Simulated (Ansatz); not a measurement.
**KCl: how the settings move a relaxation**

Question: which choices in the input matter for KCl?

Computed with Ansatz 0.2.0 (reference: DFT, PBEsol, PAW with Ansatz's default frozen-core files, scalar-relativistic; relaxation of cell and atoms, unless a step's input says otherwise).

1 further run of the same task is left out (set aside as unsound or not needed).

## Step 1: The starting structure

It takes space group Fm-3m (No. 225, cubic). Conventional cell: a = 6.293 Å, b = 6.293 Å, c = 6.293 Å, α = 90.00°, β = 90.00°, γ = 90.00°. K (site symmetry m-3m) is surrounded by 6 Cl at 3.15 Å. Cl (site symmetry m-3m) has 6 K at 3.15 Å as nearest neighbours.

As a file:

```xyz
2
Lattice="0.0000 3.1465 3.1465 3.1465 0.0000 3.1465 3.1465 3.1465 0.0000" Properties=species:S:1:pos:R:3 pbc="T T T"
K     0.0000    0.0000    0.0000
Cl    3.1465    3.1465    3.1465
```

## Step 2: Baseline

Contents of input.yaml:

```yaml
crystal:
  lattice:
    - [0.0, 3.14647, 3.14647]
    - [3.14647, 0.0, 3.14647]
    - [3.14647, 3.14647, 0.0]
  atoms:
    - { symbol: K, position: [0.0, 0.0, 0.0] }
    - { symbol: Cl, position: [0.5, 0.5, 0.5] }
kpoints:
  mp_grid: { grid: [14, 14, 14] }
scf:
  occupations: { method: fermi_dirac, width: 0.1 }
hamiltonian:
  xc: pbesol
  pseudopotentials: { kind: paw }
relax:
  f_tol: 0.002
  max_steps: 80
  cell: {}
output:
  forces: true
  stress: true
```

On the command line:

```
ansatz run input.yaml --threads 1 --pin off --max-ram 2560MiB --backend cpu --events-out ev --progress --plain --runs-dir out
```

## Step 3: The same system, input altered

Edit input.yaml of step 2 so:

```diff
@@ -9,5 +9,6 @@
 kpoints:
-  mp_grid: { grid: [14, 14, 14] }
+  mp_grid: { grid: [6, 6, 6] }
 scf:
-  occupations: { method: fermi_dirac, width: 0.1 }
+  occupations: { method: fixed }
+  lower_state_search: full
 hamiltonian:
```

(Steps that only read results are left out.)

Before running it: what results should come out? Wanted: for each run, ending; energy change; pressure; gap; force.

**Answer**, as computed:

| run | ending | energy change | pressure (GPa) | gap (eV) | force (eV/Å) | cycles | time |
| --- | --- | --- | --- | --- | --- | --- | --- |
| reference | converged | 0 | 0.0 | 5.10 | 0.00 | 20 | 12 s |
| 1: mp_grid.grid [6, 6, 6], occupations.method fixed, lower_state_search full | converged | 0.0 meV/atom (σ→0) | 0.0 | 5.10 | 0.00 | 28 | 23 s |

Changing the k-point mesh, smearing and search for lower states leaves the energy as it was (0.0 meV/atom). Cost: 28 SCF cycles against 20, 23 s against 12 s.

The gaps are Kohn-Sham values of a semilocal functional, not quasiparticle or optical gaps. Such gaps usually fall short of the measured ones.
